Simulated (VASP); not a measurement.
**ZnSe in VASP 6.6.1, single-point calculation**

INCAR

```
ENCUT = 520
IBRION = -1
LDAU = .TRUE.
LDAUJ = 0 0
GGA = PE
TIME = 0.1
NELM = 93
LMAXMIX = 4
NBANDS = 16
LDAUL = 2 -1
LCHARG = .FALSE.
LDAUTYPE = 2
LASPH = .TRUE.
ALGO = Damped
EDIFF = 1E-7
NSW = 0
SIGMA = 0.02
PREC = Accurate
LREAL = .FALSE.
LWAVE = .FALSE.
LDAUU = 8.0 0
ISMEAR = -1
ISIF = 2
```

KPOINTS

```
KPOINTS created by Atomic Simulation Environment
0
Gamma
8 8 8
0 0 0
```

POSCAR

```
Zn Se
 1.0000000000000000
     0.0000000000000000    2.9740417191000001    2.6590364151000001
     2.9740417191000001    0.0000000000000000    2.6590364151000001
     2.9740417191000001    2.9740417191000001    0.0000000000000000
 Zn  Se
   1   1
Cartesian
  0.0000000000000000  0.0000000000000000  0.0000000000000000
  1.4870208595499999  1.4870208595499999  1.3295182075499998
```

The recommended PBE PAW datasets give the neutral cell 18 valence electrons.

Command

```
mpirun -np 1 vasp_std
```

OSZICAR

```
N       E                     dE             d eps       ncg     rms           ort
DAV:   1     0.145386009475E+03    0.14539E+03   -0.87389E+03   944   0.148E+03
DAV:   2     0.314322954880E+02   -0.11395E+03   -0.10768E+03   944   0.324E+02
DAV:   3     0.171822160750E+01   -0.29714E+02   -0.28735E+02   944   0.139E+02
DAV:   4    -0.460898720040E+01   -0.63272E+01   -0.62322E+01   944   0.682E+01
DAV:   5    -0.557011877818E+01   -0.96113E+00   -0.95075E+00   944   0.256E+01
SDA:   6    -0.519963097492E+01    0.37049E+00   -0.82400E-01   944   0.824E+00   0.000E+00
DMP:   7    -0.527377684810E+01   -0.74146E-01   -0.94680E-01   944   0.529E+00   0.659E+00
DMP:   8    -0.535301310777E+01   -0.79236E-01   -0.66937E-01   944   0.264E+00   0.638E+00
DMP:   9    -0.540611448568E+01   -0.53101E-01   -0.37920E-01   944   0.130E+00   0.393E+00
DMP:  10    -0.543524373656E+01   -0.29129E-01   -0.20511E-01   944   0.765E-01   0.203E+00
...
DMP:  29    -0.547267872925E+01   -0.32265E-05   -0.31629E-05   944   0.167E-04   0.236E-04
DMP:  30    -0.547268136801E+01   -0.26388E-05   -0.22350E-05   944   0.101E-04   0.193E-04
DMP:  31    -0.547268324246E+01   -0.18744E-05   -0.14275E-05   944   0.593E-05   0.132E-04
DMP:  32    -0.547268444880E+01   -0.12063E-05   -0.89167E-06   944   0.372E-05   0.820E-05
DMP:  33    -0.547268521171E+01   -0.76291E-06   -0.57679E-06   944   0.247E-05   0.520E-05
DMP:  34    -0.547268570363E+01   -0.49192E-06   -0.37540E-06   944   0.157E-05   0.344E-05
DMP:  35    -0.547268601173E+01   -0.30810E-06   -0.22735E-06   944   0.897E-06   0.217E-05
DMP:  36    -0.547268618485E+01   -0.17312E-06   -0.12273E-06   944   0.472E-06   0.119E-05
DMP:  37    -0.547268626880E+01   -0.83958E-07   -0.62630E-07   944   0.274E-06   0.554E-06
   1 F= -.54726863E+01 E0= -.54726863E+01  d E =-.429621E-12
```

Standard output (part)

```
POSCAR found type information on POSCAR ZnSe
 POSCAR found :  2 types and       2 ions
 LDA part: xc-table for (Slater+PW92), standard interpolation
 POSCAR, INCAR and KPOINTS ok, starting setup
 WAVECAR not read
 entering main loop
 final diagonalization occupied
```

From OUTCAR

```
k-points           NKPTS =     59   k-points in BZ     NKDIM =     59   number of bands    NBANDS=     16

   NELECT =      18.0000    total number of electrons

   dimension x,y,z NGX =    30 NGY =   30 NGZ =   32
   dimension x,y,z NGXF=    60 NGYF=   60 NGZF=   64

  energy-cutoff  :      520.00
  volume of cell :       47.04
      direct lattice vectors                 reciprocal lattice vectors
     0.000000000  2.974041719  2.659036415    -0.168121381  0.168121381  0.188038042
     2.974041719  0.000000000  2.659036415     0.168121381 -0.168121381  0.188038042
     2.974041719  2.974041719  0.000000000     0.168121381  0.168121381 -0.188038042

 k-points in reciprocal lattice and weights: KPOINTS created by Atomic Simulation Env
   0.00000000  0.00000000  0.00000000       0.002
   0.12500000  0.00000000  0.00000000       0.016
   0.25000000  0.00000000  0.00000000       0.016
   0.37500000  0.00000000  0.00000000       0.016
   0.50000000  0.00000000  0.00000000       0.008
   0.12500000  0.12500000  0.00000000       0.004
   0.25000000  0.12500000  0.00000000       0.016
   0.37500000  0.12500000  0.00000000       0.016
   ...

 E-fermi :   1.6589

 k-point     1 :       0.0000    0.0000    0.0000
  band No.  band energies     occupation
      1     -11.6742      2.00000
      2      -8.4121      2.00000
      3      -8.4097      2.00000
      4      -8.4097      2.00000
      5      -8.1337      2.00000
      6      -8.1321      2.00000
      7       0.9157      2.00000
      8       0.9157      2.00000
      9       1.2156      2.00000
     10       2.5239      0.00000
     11       7.2785      0.00000
     12       7.3134      0.00000
     13       7.3134      0.00000
     14      11.1702      0.00000
     15      11.1572      0.00000
     16      13.1620      0.00000

 k-point     2 :       0.1250    0.0000    0.0000
  band No.  band energies     occupation
      1     -11.5945      2.00000
      2      -8.4044      2.00000
      3      -8.4009      2.00000
      4      -8.3740      2.00000
      5      -8.1336      2.00000
      6      -8.1329      2.00000
      7      -0.2034      2.00000
      8       0.7650      2.00000
      9       1.0364      2.00000
     10       3.4929      0.00000
     11       7.0237      0.00000
     12       7.4873      0.00000
     13       7.6276      0.00000
     14      10.7707      0.00000
     15      11.5472      0.00000
     16      12.2424      0.00000

 k-point     3 :       0.2500    0.0000    0.0000
  band No.  band energies     occupation
      1     -11.3975      2.00000
      2      -8.3827      2.00000
      3      -8.3815      2.00000
      4      -8.2590      2.00000
      5      -8.1338      2.00000
      6      -8.1288      2.00000
      7      -1.8193      2.00000
      8       0.4412      2.00000
      9       0.8450      2.00000
     10       4.0215      0.00000
     11       7.4429      0.00000
     12       7.5526      0.00000
     13       8.3296      0.00000
     14      11.0863      0.00000
     15      11.1059      0.00000
     16      12.5647      0.00000

 ...

  Total       -0.8960884     -0.8960884      0.0854863      0.0000000      0.0000000      0.0000000
  in kB      -30.5220046    -30.5220046      2.9117801      0.0000000      0.0000000      0.0000000
  external PRESSURE =     -19.3774097 kB  Pullay stress =       0.0000000 kB

 POSITION                                       TOTAL-FORCE (eV/Angst)
 -----------------------------------------------------------------------------------
      0.00000      0.00000      0.00000        -0.000000     -0.000000     -0.000000
      1.48702      1.48702      1.32952         0.000000      0.000000      0.000000
 -----------------------------------------------------------------------------------
    total drift:                                0.000004      0.000004      0.000010

  FREE ENERGIE OF THE ION-ELECTRON SYSTEM (eV)
  ---------------------------------------------------
  free  energy   TOTEN  =        -5.4726862688 eV

  energy  without entropy=       -5.4726862688  energy(sigma->0) =       -5.47268627
```

It converged. Results: gap between bands v and c on the k mesh 1.31 eV; least direct gap on the k mesh 1.31 eV; pressure -1.9 GPa. Band v is the last that the valence electrons fill when counted band by band, and c is the next.

For comparison, a separate PBE run of the intended cell, on usual settings and not on those above, gives a gap of 0.91 eV on its mesh and a pressure of 0.1 GPa.

The run above took about 76 s on one core of a shared host (Intel Xeon Platinum 8488C) and held 0.24 GiB at most.
